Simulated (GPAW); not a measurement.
# SiC (Moissanite) (P6_3mc) in GPAW: relaxation of cell and atoms with revTPSS

Aim: the relaxation of cell and atoms of SiC (Moissanite) with revTPSS.

Everything below comes from runs of GPAW 26.7.0. Logs are shortened: lines on timing, memory, paths and dates and some standing lists are left out, and cuts for length are marked. The log counts tension as positive stress, the text compression.

## (1) Starting point

The structure is hexagonal, space group P6_3mc (No. 186). Conventional cell: a = 3.076 Å, b = 3.076 Å, c = 5.048 Å, α = 90.00°, β = 90.00°, γ = 120.00°. Around Si (site symmetry 3m) lie 4 C at 1.87 to 1.94 Å. C (site symmetry 3m) is surrounded by 4 Si at 1.87 to 1.94 Å.

## (2) Relaxation of cell and atoms, revTPSS, target pressure 10 GPa, at which the enthalpy is minimised

The input, run.py:

```python
from ase.filters import FrechetCellFilter
from ase.io import read, write
from ase.optimize import LBFGS
from ase.units import GPa
from gpaw import GPAW, PW

atoms = read('SiC.cif')

calc = GPAW(mode=PW(800),
            xc='MGGA_X_REVTPSS+MGGA_C_REVTPSS',
            kpts={'size': (7, 7, 4), 'gamma': True},
            occupations={'name': 'fermi-dirac', 'width': 0.05},
            nbands=18,
            convergence={'density': 1e-06, 'energy': 1e-06, 'eigenstates': 1e-10},
            eigensolver='davidson',
            maxiter=150,
            txt='gpaw.txt')
atoms.calc = calc
opt = LBFGS(FrechetCellFilter(atoms, scalar_pressure=10 * GPa), trajectory='relax.traj', logfile='-')
done = opt.run(fmax=0.02, steps=60)
calc.write('gs.gpw')
write('result.traj', atoms)
print('Converged:', done)
print('Cell:', atoms.cell.cellpar().round(4))
print('Volume:', round(atoms.get_volume(), 4))
print(atoms.get_scaled_positions().round(5))
```

The input, SiC.cif:

```cif
data_SiC
_cell_length_a 3.07600000
_cell_length_b 3.07600000
_cell_length_c 5.04800000
_cell_angle_alpha 90.00000000
_cell_angle_beta 90.00000000
_cell_angle_gamma 120.00000000
_space_group_name_H-M_alt 'P6_3mc'
_space_group_name_Hall 'P 6c -2c'
_space_group_IT_number 186
loop_
_space_group_symop_operation_xyz
'x,y,z'
'x-y,x,z+1/2'
'-y,x-y,z'
'-x,-y,z+1/2'
'-x+y,-x,z'
'y,-x+y,z+1/2'
'y,x,z+1/2'
'x,x-y,z'
'x-y,-y,z+1/2'
'-y,-x,z'
'-x,-x+y,z+1/2'
'-x+y,y,z'
loop_
_atom_site_label
_atom_site_type_symbol
_atom_site_symmetry_multiplicity
_atom_site_Wyckoff_symbol
_atom_site_fract_x
_atom_site_fract_y
_atom_site_fract_z
_atom_site_occupancy
Si1 Si 2 b 0.6666666667 0.3333333333 0.5000000000 1
C1 C 2 b 0.6666666667 0.3333333333 0.8850000000 1
```

Potentials or basis: GPAW PAW data sets (gpaw-data 1.2.1), pw.

Launch:

```console
$ OMP_NUM_THREADS=1 python run.py
```

gpaw.txt:

```text
__  _  _
 | _ |_)|_||  |
 |__||  | ||/\| - 26.7.0

Input parameters:
  mode=PW(ecut=800.0),
  convergence={'density': 1e-06, 'energy': 1e-06, 'eigenstates': 1e-10},
  eigensolver=Davidson(niter=2),
  kpts=MonkhorstPack(size=(7, 7, 4), gamma=True),
  maxiter=150,
  nbands=18,
  occupations=Occupations(name='fermi-dirac', width=0.05),
  xc=XC(name='MGGA_X_REVTPSS+MGGA_C_REVTPSS')

Diagonalizing LCAO Hamiltonian
Converting LCAO to pw mode

           C

           Si
        C

        Si

Atoms  # Å, Bohr magnetons
|   | symbol |        x |        y |        z |    initial magnetic moments |
|---|--------|----------|----------|----------|-----------------------------|
| 0 |     Si | 1.538000 | 0.887965 | 2.524000 | ( 0.0000,  0.0000,  0.0000) |
| 1 |     Si | 0.000000 | 1.775929 | 0.000000 | ( 0.0000,  0.0000,  0.0000) |
| 2 |      C | 1.538000 | 0.887965 | 4.467480 | ( 0.0000,  0.0000,  0.0000) |
| 3 |      C | 0.000000 | 1.775929 | 1.943480 | ( 0.0000,  0.0000,  0.0000) |

Unit cell  # Å
| periodic |         x |        y |        z |  lengths |     angles |
|----------|-----------|----------|----------|----------|------------|
|      yes |  3.076000 | 0.000000 | 0.000000 | 3.076000 |  90.000000 |
|      yes | -1.538000 | 2.663894 | 0.000000 | 3.076000 |  90.000000 |
|      yes |  0.000000 | 0.000000 | 5.048000 | 5.048000 | 120.000000 |

Number of symmetries: 6
Symmetry operations  # r_c * U_cc + t_c -> r_c
|   | kind |            matrix            |
|---|------|------------------------------|
| 0 |  σ   |  1, 1, 0,  0,-1, 0,  0, 0, 1 |
| 1 |  E   |  1, 0, 0,  0, 1, 0,  0, 0, 1 |
| 2 |  C3  |  0, 1, 0, -1,-1, 0,  0, 0, 1 |
| 3 |  σ   |  0,-1, 0, -1, 0, 0,  0, 0, 1 |
| 4 |  σ   | -1, 0, 0,  1, 1, 0,  0, 0, 1 |
| 5 |  C3  | -1,-1, 0,  1, 0, 0,  0, 0, 1 |

BZ-sampling:
  Number of BZ points: 196
  Number of IBZ points: 28

  Monkhorst-Pack size: [7, 7, 4]
  Monkhorst-Pack shift: [0.0, 0.0, 0.125]

K-points  # in reciprocal-cell coordinates
|     |                                coordinates |     weight |
|-----|--------------------------------------------|------------|
|   0 | (  0.00000000,   0.00000000,   0.00000000) | 0.00510204 |
|   1 | (  0.00000000,   0.00000000,   0.25000000) | 0.01020408 |
|   2 | (  0.00000000,   0.00000000,   0.50000000) | 0.00510204 |
|   3 | (  0.14285714,   0.00000000,  -0.25000000) | 0.03061224 |
|   4 | (  0.14285714,   0.00000000,   0.00000000) | 0.03061224 |
|   5 | (  0.14285714,   0.00000000,   0.25000000) | 0.03061224 |
|   6 | (  0.14285714,   0.00000000,   0.50000000) | 0.03061224 |
|   7 | (  0.28571429,  -0.14285714,   0.00000000) | 0.03061224 |
|   8 | (  0.28571429,  -0.14285714,   0.25000000) | 0.06122449 |
|   9 | (  0.28571429,  -0.14285714,   0.50000000) | 0.03061224 |
| ... |                                            |            |
|  27 | (  0.42857143,   0.42857143,   0.50000000) | 0.03061224 |

Plane wave coefficients: 2140
Cutoff: 800.0 eV

Spin-components: 1 (collinear spins)
Bands:           18
Projectors:      20
Spin-degeneracy: 2
Datatype:        complex128
[... 71 lines left out ...]
density mixing:
  MSR1-Mixer
  Pratt-step length: 0.05
  Maximum mixing coefficient: 0.75
  Old densities: 10
  SVD Regularization: 0.005
  Good broyden scale: 1.0
  Trust region scale: 1.0
  Backstep threshold: 4.0
  History deletion threshold: 6.0
  Fourier metric: weight=20.0, sigma=0.015

occupation numbers:
  Fermi-Dirac:
    width: 0.0500  # eV

poisson solver:
  ecut: 6400.0  # eV

xc functional:
  name: MGGA_X_REVTPSS+MGGA_C_REVTPSS with 2 nearest neighbor stencil

convergence criteria:
- Maximum integral of absolute [dens]ity change: 1e-06 electrons / valence electron
- Maximum [total energy] change in last 3 cyles: 1e-06 eV / valence electron
- Maximum integral of absolute [eigenst]ate change: 1e-10 eV^2 / valence electron
maximum number of iterations: 150

SCF iterations
|iter     | |      energy | eigst |  dens |
|---------|-|-------------|-------|-------|
|iter:   1| |  124.556001 | +3.04 |       |
|iter:   2| |  -37.657098 | +0.42 | -0.96 |
|iter:   3| |-41443.830903 | +3.93 | -0.58 |
|iter:   4| |    1.072943 | +2.71 | +1.20 |
|iter:   5| |  -17.655641 | +1.58 | -0.14 |
|iter:   6| |  -34.293701 | +0.30 | -0.89 |
|iter:   7| |  -35.456138 | -1.38 | -1.45 |
|iter:   8| |  -35.237336 | -2.89 | -1.04 |
|iter:   9| |  -34.990162 | -1.64 | -1.08 |
|iter:  10| |  -35.004269 | -3.10 | -1.56 |
|iter:  11| |  -34.997481 | -3.09 | -1.77 |
|iter:  12| |  -34.997074 | -3.70 | -2.19 |
|iter:  13| |  -34.997110 | -4.40 | -2.75 |
|iter:  14| |  -34.997106 | -6.42 | -3.40 |
|iter:  15| |  -34.997107c| -7.07 | -3.86 |
|iter:  16| |  -34.997107c| -7.82 | -4.35 |
|iter:  17| |  -34.997107c| -9.30 | -4.89 |
|iter:  18| |  -34.997107c|-10.28c| -5.35 |
|iter:  19| |  -34.997107c|-11.99c| -6.24c|

Converged in 19 steps
Energy contributions relative to reference atoms: (reference = -17827.944731)

Energy contributions:
  Kinetic:          25.285986
  Coulomb:         -20.498830
  Zero:             -0.081330
  External:          0.000000
  Xc:              -39.702933
  Entropy:          -0.000000
  Spinorbit:         0.000000
  ----------------------------
  Free energy:     -34.997107
  Extrapolated:    -34.997107

dipole moment: (-0.000001, -0.000002, -8.911623)  # |e|*Ang

Fermi level: 9.997
Eigenvalues  # (at kpt = [0.000, 0.000, 0.000])
| band index |      eig [eV] | occ [0-2] |
|------------|---------------|-----------|
|          0 |        -7.537 |     2.000 |
|          1 |        -4.008 |     2.000 |
|          2 |        -0.310 |     2.000 |
|          3 |         6.978 |     2.000 |
|          4 |         6.978 |     2.000 |
|          5 |         8.269 |     2.000 |
[... 8 lines left out ...]
|         14 |        17.505 |     0.000 |
|         15 |        19.963 |     0.000 |
|        ... |               |           |
|         17 |        20.915 |     0.000 |

Gap: 2.472 eV
Transition (v -> c):
  (s=0, k=0, n=7, [0.00, 0.00, 0.00]) -> (s=0, k=22, n=8, [0.43, 0.29, 0.00])
Direct/indirect transitions are different
Direct gap: 4.097 eV
Transition at: (s=0, k=19, n=7, [0.43, 0.00, 0.00])

Stress tensor  # eV/Ang^3
|         x |         y |        z |
|-----------|-----------|----------|
| -0.022641 |  0.000000 | 0.000000 |
|  0.000000 | -0.022641 | 0.000000 |
|  0.000000 |  0.000000 | 0.007845 |

Forces  # eV/Ang
|        x |       y |        z |
|----------|---------|----------|
| -0.00000 | 0.00000 |  0.76019 |  # Si   0
| -0.00000 | 0.00000 |  0.76020 |  # Si   1
|  0.00000 | 0.00000 | -0.76017 |  # C    2
|  0.00000 | 0.00000 | -0.76018 |  # C    3

Interpolating wave functions to new cell

           C

           Si
        C

        Si

Atoms  # Å, Bohr magnetons
|   | symbol |        x |        y |        z |    initial magnetic moments |
|---|--------|----------|----------|----------|-----------------------------|
| 0 |     Si | 1.535742 | 0.886661 | 2.528291 | ( 0.0000,  0.0000,  0.0000) |
| 1 |     Si | 0.000000 | 1.773323 | 0.010832 | ( 0.0000,  0.0000,  0.0000) |
| 2 |      C | 1.535742 | 0.886661 | 4.445071 | ( 0.0000,  0.0000,  0.0000) |
| 3 |      C | 0.000000 | 1.773323 | 1.927612 | ( 0.0000,  0.0000,  0.0000) |

Unit cell  # Å
| periodic |         x |         y |         z |  lengths |     angles |
|----------|-----------|-----------|-----------|----------|------------|
|      yes |  3.071485 | -0.000000 | -0.000000 | 3.071485 |  90.000000 |
|      yes | -1.535742 |  2.659984 |  0.000000 | 3.071485 |  90.000000 |
|      yes | -0.000000 | -0.000000 |  5.034918 | 5.034918 | 120.000000 |

Number of symmetries: 6
Symmetry operations  # r_c * U_cc + t_c -> r_c
|   | kind |            matrix            |
|---|------|------------------------------|
| 0 |  σ   |  1, 1, 0,  0,-1, 0,  0, 0, 1 |
| 1 |  E   |  1, 0, 0,  0, 1, 0,  0, 0, 1 |
| 2 |  C3  |  0, 1, 0, -1,-1, 0,  0, 0, 1 |
| 3 |  σ   |  0,-1, 0, -1, 0, 0,  0, 0, 1 |
| 4 |  σ   | -1, 0, 0,  1, 1, 0,  0, 0, 1 |
| 5 |  C3  | -1,-1, 0,  1, 0, 0,  0, 0, 1 |

BZ-sampling:
  Number of BZ points: 196
  Number of IBZ points: 28

  Monkhorst-Pack size: [7, 7, 4]
  Monkhorst-Pack shift: [0.0, 0.0, 0.125]
[... 355 lines left out ...]
occupation numbers:
  Fermi-Dirac:
    width: 0.0500  # eV

poisson solver:
  ecut: 6400.0  # eV

xc functional:
  name: MGGA_X_REVTPSS+MGGA_C_REVTPSS with 2 nearest neighbor stencil

convergence criteria:
- Maximum integral of absolute [dens]ity change: 1e-06 electrons / valence electron
- Maximum [total energy] change in last 3 cyles: 1e-06 eV / valence electron
- Maximum integral of absolute [eigenst]ate change: 1e-10 eV^2 / valence electron
maximum number of iterations: 150

SCF iterations
|iter     | |      energy | eigst |  dens |
|---------|-|-------------|-------|-------|
|iter:   1| | -149.592725 |       |       |
|iter:   2| |  -34.995126 | -0.08 | -0.98 |
|iter:   3| |  -35.055500 | -1.77 | -1.52 |
|iter:   4| |  -35.018197 | -2.81 | -1.56 |
|iter:   5| |  -35.012026 | -2.89 | -1.85 |
|iter:   6| |  -35.011550 | -4.99 | -2.26 |
|iter:   7| |  -35.010686 | -4.27 | -2.35 |
|iter:   8| |  -35.010764 | -5.98 | -2.82 |
|iter:   9| |  -35.010734 | -6.27 | -2.84 |
|iter:  10| |  -35.010728 | -7.09 | -2.96 |
|iter:  11| |  -35.010713 | -6.57 | -3.02 |
|iter:  12| |  -35.010692 | -5.65 | -3.13 |
|iter:  13| |  -35.010693 | -6.87 | -3.70 |
|iter:  14| |  -35.010693c| -8.50 | -4.70 |
|iter:  15| |  -35.010693c|-10.04c| -5.25 |
|iter:  16| |  -35.010693c|-11.41c| -6.06c|

Converged in 16 steps
Energy contributions relative to reference atoms: (reference = -17827.944731)

Energy contributions:
  Kinetic:          29.179081
  Coulomb:         -23.534215
  Zero:             -0.084175
  External:          0.000000
  Xc:              -40.571384
  Entropy:          -0.000000
  Spinorbit:         0.000000
  ----------------------------
  Free energy:     -35.010693
  Extrapolated:    -35.010693

dipole moment: (-0.000001, -0.000002, -8.717245)  # |e|*Ang

Fermi level: 9.817
Eigenvalues  # (at kpt = [0.000, 0.000, 0.000])
| band index |      eig [eV] | occ [0-2] |
|------------|---------------|-----------|
|          0 |        -7.464 |     2.000 |
|          1 |        -3.760 |     2.000 |
|          2 |        -0.391 |     2.000 |
|          3 |         7.288 |     2.000 |
|          4 |         7.288 |     2.000 |
|          5 |         8.453 |     2.000 |
[... 8 lines left out ...]
|         14 |        17.987 |     0.000 |
|         15 |        20.144 |     0.000 |
|        ... |               |           |
|         17 |        20.260 |     0.000 |

Gap: 2.339 eV
Transition (v -> c):
  (s=0, k=0, n=7, [0.00, 0.00, 0.00]) -> (s=0, k=22, n=8, [0.43, 0.29, 0.00])
Direct/indirect transitions are different
Direct gap: 3.972 eV
Transition at: (s=0, k=19, n=7, [0.43, 0.00, 0.00])
[... 463 lines left out ...]
Fermi level: 10.052
Eigenvalues  # (at kpt = [0.000, 0.000, 0.000])
| band index |      eig [eV] | occ [0-2] |
|------------|---------------|-----------|
|          0 |        -7.413 |     2.000 |
|          1 |        -3.688 |     2.000 |
|          2 |        -0.274 |     2.000 |
|          3 |         7.441 |     2.000 |
|          4 |         7.441 |     2.000 |
|          5 |         8.677 |     2.000 |
[... 8 lines left out ...]
|         14 |        18.236 |     0.000 |
|         15 |        20.463 |     0.000 |
|        ... |               |           |
|         17 |        20.536 |     0.000 |

Gap: 2.386 eV
Transition (v -> c):
  (s=0, k=0, n=7, [0.00, 0.00, 0.00]) -> (s=0, k=22, n=8, [0.43, 0.29, 0.00])
Direct/indirect transitions are different
Direct gap: 4.049 eV
Transition at: (s=0, k=19, n=7, [0.43, 0.00, 0.00])

Stress tensor  # eV/Ang^3
|         x |         y |         z |
|-----------|-----------|-----------|
| -0.061358 |  0.000000 |  0.000000 |
|  0.000000 | -0.061358 | -0.000000 |
|  0.000000 | -0.000000 | -0.062572 |

Forces  # eV/Ang
|        x |       y |        z |
|----------|---------|----------|
| -0.00000 | 0.00000 |  0.01576 |  # Si   0
| -0.00000 | 0.00000 |  0.01573 |  # Si   1
| -0.00000 | 0.00000 | -0.01574 |  # C    2
|  0.00000 | 0.00000 | -0.01571 |  # C    3

# Writing to gs.gpw (mode='')
```

Wall time 6.6 min (1 thread of Arm Neoverse V1, shared host); peak memory 0.48 GiB.

Results:

```
Free energy                                            : -34.9837 eV
Relaxed volume                                         : 10.00 Å³/atom
Relaxed cell                                           : a = 3.042 Å, b = 3.042 Å, c = 4.990 Å, α = 90.00°, β = 90.00°, γ = 120.00°
Space group after relaxing (to 0.05 Å)                 : P6_3mc (No. 186)
Energy change on relaxing (the enthalpy is what falls) : +3.4 meV/atom
Ionic steps                                            : 5
Pressure after relaxing                                : 9.9 GPa
Largest force after relaxing                           : 0.016 eV/Å
Band gap on the k mesh                                 : 2.39 eV, indirect (least direct gap 4.05 eV)
```

Forces on the atoms (eV/Å):
```
Si   0.000  0.000  0.016
Si   0.000  0.000  0.016
C    0.000  0.000 -0.016
C    0.000  0.000 -0.016
```

Step by step:
```
step  energy change (eV)  largest force (eV/Å)  pressure (GPa)  volume (Å³)
   1              0.0000                0.7602            2.00        41.36
   2             -0.0226                0.4245            3.07        41.14
   3             -0.0136                0.2296            6.27        40.58
   4             -0.0109                0.1354            6.91        40.47
   5              0.0134                0.0158            9.90        40.00
```

Final structure:
```cif
data_structure
_symmetry_space_group_name_H-M 'P 1'
_symmetry_Int_Tables_number 1
_cell_length_a 3.0423
_cell_length_b 3.0423
_cell_length_c 4.9905
_cell_angle_alpha 90.000
_cell_angle_beta 90.000
_cell_angle_gamma 120.000
_cell_volume 40.00
loop_
_atom_site_label
_atom_site_type_symbol
_atom_site_fract_x
_atom_site_fract_y
_atom_site_fract_z
_atom_site_occupancy
Si1 Si 0.66667 0.33333 0.50457 1
Si2 Si 0.33333 0.66667 0.00457 1
C1 C 0.66667 0.33333 0.88043 1
C2 C 0.33333 0.66667 0.38043 1
```

Caveat: later steps reuse the first step's grids; the PAW data sets were made with another functional, which shifts forces and pressure a little; an odd mesh through Γ misses points on the zone boundary, where band edges often lie.
